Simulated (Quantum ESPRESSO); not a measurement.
# CoSi2 (Fm-3m) in Quantum ESPRESSO: equation of state

Aim: energy against volume of CoSi2 in PBEsol, for its equilibrium volume and stiffness.

Everything below comes from runs of Quantum ESPRESSO 7.5. Logs are shortened: lines on timing, memory, paths and dates and some standing lists are left out, and cuts for length are marked.

## (1) The structure

Symmetry: Fm-3m, No. 225, cubic system. Conventional cell: a = 5.356 Å, b = 5.356 Å, c = 5.356 Å, α = 90.00°, β = 90.00°, γ = 90.00°. Co (site symmetry m-3m) is surrounded by 8 Si at 2.32 Å. Around Si (site symmetry -43m) lie 4 Co at 2.32 Å.

## (2) Single point, PBEsol, collinear spin, ferromagnetic start, 12.04 Å³/atom

File pw.in:

```
&CONTROL
  calculation = 'scf'
  prefix = 'pwscf'
  outdir = './tmp'
  pseudo_dir = './pseudo'
  tprnfor = .true.
  tstress = .true.
  disk_io = 'nowf'
/
&SYSTEM
  ibrav = 0
  nat = 3
  ntyp = 2
  ecutwfc = 56
  ecutrho = 448
  nbnd = 22
  occupations = 'smearing'
  smearing = 'fd'
  degauss = 0.00367493
  nspin = 2
  starting_magnetization(1) = 0.1176
  starting_magnetization(2) = 0
/
&ELECTRONS
  conv_thr = 6d-10
  electron_maxstep = 120
  mixing_beta = 0.3
/
ATOMIC_SPECIES
Co    58.9332 co_pbesol_v1.2.uspp.F.UPF
Si    28.0850 si_pbesol_v1.uspp.F.UPF
CELL_PARAMETERS angstrom
   0.0000000000    2.6233315991    2.6233315991
   2.6233315991    0.0000000000    2.6233315991
   2.6233315991    2.6233315991    0.0000000000
ATOMIC_POSITIONS crystal
Co     0.0000000000    0.0000000000    0.0000000000
Si     0.7500000000    0.7500000000    0.7500000000
Si     0.2500000000    0.2500000000    0.2500000000
K_POINTS automatic
9 9 9 0 0 0
```

Potentials or basis: GBRV 1.5 PBEsol.

The run is started by

```bash
> OMP_NUM_THREADS=1 mpirun -n 2 pw.x -nk 2 -in pw.in > pw.out
```

pw.out:

```text
This program is part of the open-source Quantum ESPRESSO suite
     for quantum simulation of materials; please cite
         "P. Giannozzi et al., J. Phys.:Condens. Matter 21 395502 (2009);
         "P. Giannozzi et al., J. Phys.:Condens. Matter 29 465901 (2017);
         "P. Giannozzi et al., J. Chem. Phys. 152 154105 (2020);
     in publications or presentations arising from this work. More details at

     Message from routine setup:
     using ibrav=0 with symmetry is DISCOURAGED, use correct ibrav instead

     K-points division:     npool     =       2
     Subspace diagonalization in iterative solution of the eigenvalue problem:
     a serial algorithm will be used

     G-vector sticks info
     --------------------
     sticks:   dense  smooth     PW     G-vecs:    dense   smooth      PW
     Sum        1519     757    241                39189    13803    2397

     Using Slab Decomposition

     bravais-lattice index     =            0
     lattice parameter (alat)  =       7.0108  a.u.
     unit-cell volume          =     243.6611 (a.u.)^3
     number of atoms/cell      =            3
     number of atomic types    =            2
     number of electrons       =        25.00
     number of Kohn-Sham states=           22
     kinetic-energy cutoff     =      56.0000  Ry
     charge density cutoff     =     448.0000  Ry
     scf convergence threshold =      6.0E-10
     mixing beta               =       0.3000
     number of iterations used =            8  plain     mixing
     Exchange-correlation= SLA  PW   PSX  PSC
                           (   1   4  10   8   0   0   0)

     celldm(1)=   7.010792  celldm(2)=   0.000000  celldm(3)=   0.000000
     celldm(4)=   0.000000  celldm(5)=   0.000000  celldm(6)=   0.000000

     crystal axes: (cart. coord. in units of alat)
               a(1) = (   0.000000   0.707107   0.707107 )
               a(2) = (   0.707107   0.000000   0.707107 )
               a(3) = (   0.707107   0.707107   0.000000 )

     reciprocal axes: (cart. coord. in units 2 pi/alat)
               b(1) = ( -0.707107  0.707107  0.707107 )
               b(2) = (  0.707107 -0.707107  0.707107 )
               b(3) = (  0.707107  0.707107 -0.707107 )

     PseudoPot. # 1 for Co read from file:
     co_pbesol_v1.2.uspp.F.UPF
     Pseudo is Ultrasoft + core correction, Zval = 17.0
     Generated by new atomic code, or converted to UPF format
     Using radial grid of  863 points,  6 beta functions with:
                l(1) =   0
                l(2) =   0
                l(3) =   1
                l(4) =   1
                l(5) =   2
                l(6) =   2
     Q(r) pseudized with  8 coefficients,  rinner =    1.200   1.200   1.200
                                                       1.200   1.200

     PseudoPot. # 2 for Si read from file:
     si_pbesol_v1.uspp.F.UPF
     Pseudo is Ultrasoft + core correction, Zval =  4.0
     Generated by new atomic code, or converted to UPF format
     Using radial grid of  899 points,  6 beta functions with:
                l(1) =   0
                l(2) =   0
                l(3) =   1
                l(4) =   1
                l(5) =   2
                l(6) =   2
     Q(r) pseudized with  8 coefficients,  rinner =    0.900   0.900   0.900
                                                       0.900   0.900

     atomic species   valence    mass     pseudopotential
     Co               17.00    58.93320     Co( 1.00)
     Si                4.00    28.08500     Si( 1.00)

     Starting magnetic structure
     atomic species   magnetization
     Co              0.118
     Si              0.000

     48 Sym. Ops., with inversion, found

   Cartesian axes

     site n.     atom                  positions (alat units)
         1        Co     tau(   1) = (   0.0000000   0.0000000   0.0000000  )
         2        Si     tau(   2) = (   1.0606602   1.0606602   1.0606602  )
         3        Si     tau(   3) = (   0.3535534   0.3535534   0.3535534  )

     number of k points=    35  Fermi-Dirac smearing, width (Ry)=  0.0037
                       cart. coord. in units 2pi/alat
        k(    1) = (   0.0000000   0.0000000   0.0000000), wk =   0.0013717
        k(    2) = (   0.0785674   0.0785674  -0.0785674), wk =   0.0109739
        k(    3) = (   0.1571348   0.1571348  -0.1571348), wk =   0.0109739
        k(    4) = (   0.2357023   0.2357023  -0.2357023), wk =   0.0109739
        k(    5) = (   0.3142697   0.3142697  -0.3142697), wk =   0.0109739
        k(    6) = (   0.1571348   0.0000000  -0.0000000), wk =   0.0082305
[... 27 lines left out ...]
        k(   34) = (  -0.0000000  -0.4714045   0.6285394), wk =   0.0329218
        k(   35) = (  -0.0785674  -0.3928371   0.7071068), wk =   0.0329218

     Dense  grid:    39189 G-vectors     FFT dimensions: (  48,  48,  48)

     Smooth grid:    13803 G-vectors     FFT dimensions: (  36,  36,  36)

     Check: negative core charge=   -0.000010
     Generating pointlists ...
     new r_m :   0.2526 (alat units)  1.7710 (a.u.) for type    1
     new r_m :   0.2526 (alat units)  1.7710 (a.u.) for type    2

     Initial potential from superposition of free atoms

     starting charge      23.9987, renormalised to      25.0000
     Starting wfcs are   21 randomized atomic wfcs +    1 random wfcs

     Self-consistent Calculation

     iteration #  1     ecut=    56.00 Ry     beta= 0.30
     Davidson diagonalization with overlap
     ethr =  1.00E-02,  avg # of iterations =  5.6

     total energy              =    -312.10594467 Ry
     estimated scf accuracy    <      14.65431148 Ry

     total magnetization       =     1.34 Bohr mag/cell
     absolute magnetization    =     1.43 Bohr mag/cell

     iteration #  2     ecut=    56.00 Ry     beta= 0.30
     Davidson diagonalization with overlap
     ethr =  1.00E-02,  avg # of iterations =  3.1

     total energy              =    -316.90301019 Ry
     estimated scf accuracy    <      13.54692959 Ry

     total magnetization       =     0.15 Bohr mag/cell
     absolute magnetization    =     0.16 Bohr mag/cell
[... 151 lines left out ...]
     iteration # 18     ecut=    56.00 Ry     beta= 0.30
     Davidson diagonalization with overlap
     ethr =  6.98E-12,  avg # of iterations =  2.0

     total energy              =    -317.51639340 Ry
     estimated scf accuracy    <          1.7E-09 Ry

     total magnetization       =    -0.00 Bohr mag/cell
     absolute magnetization    =     0.00 Bohr mag/cell

     iteration # 19     ecut=    56.00 Ry     beta= 0.30
     Davidson diagonalization with overlap
     ethr =  6.96E-12,  avg # of iterations =  1.9

     Magnetic moment per site  (integrated on atomic sphere of radius R)
     atom   1 (R=0.253)  charge= 15.4367  magn=  0.0000
     atom   2 (R=0.253)  charge=  1.6868  magn= -0.0000
     atom   3 (R=0.253)  charge=  1.6868  magn= -0.0000

     End of self-consistent calculation

 ------ SPIN UP ------------

          k = 0.0000 0.0000 0.0000 (  1759 PWs)   bands (ev):

   -80.8660 -44.3407 -44.3407 -44.3407   0.0878   9.3343   9.3343   9.3343
    11.5802  11.5802  15.1008  17.1336  17.1336  17.1336  17.4164  17.4164
    17.4164  19.6261  19.6261  19.6261  22.1325  22.1325

          k = 0.0786 0.0786-0.0786 (  1738 PWs)   bands (ev):

   -80.8660 -44.3411 -44.3408 -44.3408   0.2845   8.9124   9.4036   9.4036
    11.5222  11.5222  14.7572  15.7704  16.2412  16.2412  18.3514  18.3514
    19.0843  19.0843  19.2376  19.4482  23.2465  23.2465

          k = 0.1571 0.1571-0.1571 (  1733 PWs)   bands (ev):

   -80.8660 -44.3422 -44.3409 -44.3409   0.8678   7.8086   9.5761   9.5761
    11.4352  11.4352  13.1117  15.2197  15.2197  16.2765  17.9941  17.9941
    18.7062  20.1192  20.1192  21.1673  25.3604  25.3604

          k = 0.2357 0.2357-0.2357 (  1730 PWs)   bands (ev):
[... 179 lines left out ...]
          k =-0.0000-0.4714 0.6285 (  1715 PWs)   bands (ev):

   -80.8658 -44.3437 -44.3428 -44.3420   4.9250   5.7361   6.7219   8.5789
    10.6742  11.3525  11.6737  12.1657  12.7779  16.2919  18.4893  19.2719
    22.4412  23.0925  24.9459  26.1691  26.9842  28.0660

          k =-0.0786-0.3928 0.7071 (  1723 PWs)   bands (ev):

   -80.8658 -44.3434 -44.3430 -44.3420   4.7935   5.6515   7.5305   7.6828
    11.0050  11.2681  11.6943  12.1467  12.9674  17.2226  17.8404  19.4006
    21.1718  23.3224  24.6324  26.6160  27.2741  27.9065

 ------ SPIN DOWN ----------

          k = 0.0000 0.0000 0.0000 (  1759 PWs)   bands (ev):

   -80.8660 -44.3407 -44.3407 -44.3407   0.0878   9.3343   9.3343   9.3343
    11.5802  11.5802  15.1008  17.1336  17.1336  17.1336  17.4164  17.4164
    17.4164  19.6261  19.6261  19.6261  22.1325  22.1325

          k = 0.0786 0.0786-0.0786 (  1738 PWs)   bands (ev):

   -80.8660 -44.3411 -44.3408 -44.3408   0.2845   8.9124   9.4036   9.4036
    11.5222  11.5222  14.7572  15.7704  16.2412  16.2412  18.3514  18.3514
    19.0843  19.0843  19.2376  19.4482  23.2465  23.2465

          k = 0.1571 0.1571-0.1571 (  1733 PWs)   bands (ev):

   -80.8660 -44.3422 -44.3409 -44.3409   0.8678   7.8086   9.5761   9.5761
    11.4352  11.4352  13.1117  15.2197  15.2197  16.2765  17.9941  17.9941
    18.7062  20.1192  20.1192  21.1673  25.3604  25.3604

          k = 0.2357 0.2357-0.2357 (  1730 PWs)   bands (ev):
[... 179 lines left out ...]
          k =-0.0000-0.4714 0.6285 (  1715 PWs)   bands (ev):

   -80.8658 -44.3437 -44.3428 -44.3420   4.9250   5.7361   6.7219   8.5789
    10.6742  11.3525  11.6737  12.1657  12.7779  16.2919  18.4893  19.2719
    22.4412  23.0925  24.9459  26.1691  26.9842  28.0660

          k =-0.0786-0.3928 0.7071 (  1723 PWs)   bands (ev):

   -80.8658 -44.3434 -44.3430 -44.3420   4.7935   5.6515   7.5305   7.6828
    11.0050  11.2681  11.6943  12.1467  12.9674  17.2226  17.8404  19.4006
    21.1718  23.3224  24.6324  26.6160  27.2741  27.9069

     the Fermi energy is    13.6688 ev

!    total energy              =    -317.51639340 Ry
     estimated scf accuracy    <          4.9E-11 Ry
     smearing contrib. (-TS)   =      -0.00073409 Ry
     internal energy E=F+TS    =    -317.51565932 Ry

     The total energy is F=E-TS. E is the sum of the following terms:
     one-electron contribution =    -232.15084901 Ry
     hartree contribution      =     129.92781424 Ry
     xc contribution           =     -41.33588040 Ry
     ewald contribution        =    -173.95674415 Ry

     total magnetization       =    -0.00 Bohr mag/cell
     absolute magnetization    =     0.00 Bohr mag/cell

     convergence has been achieved in  19 iterations

     Forces acting on atoms (cartesian axes, Ry/au):

     atom    1 type  1   force =     0.00000000   -0.00000000   -0.00000000
     atom    2 type  2   force =    -0.00000000   -0.00000000    0.00000000
     atom    3 type  2   force =    -0.00000000   -0.00000000    0.00000000

     Total force =     0.000000     Total SCF correction =     0.000000

     Computing stress (Cartesian axis) and pressure

          total   stress  (Ry/bohr**3)                   (kbar)     P=       78.14
   0.00053117  -0.00000000   0.00000000           78.14       -0.00        0.00
  -0.00000000   0.00053117  -0.00000000           -0.00       78.14       -0.00
   0.00000000  -0.00000000   0.00053117            0.00       -0.00       78.14

=------------------------------------------------------------------------------=
   JOB DONE.
=------------------------------------------------------------------------------=
```

Wall time 47 s (2 MPI ranks of Arm Neoverse V2, shared host); peak memory 0.3 GiB.

What came out:

- Free energy: -4320.0306 eV
- Pressure: 7.8 GPa
- Band gap on the k mesh: none (metal or under the smearing width)
- Net moment: 0.00 μB per cell
- Absolute moment: 0.00 μB per cell
- Valence electrons inside the program's atomic spheres: Co 15.44; Si 1.69

Caveat: the starting moments collapsed, and a magnetic state may lie lower.

(Continued in part 2 of 2.)
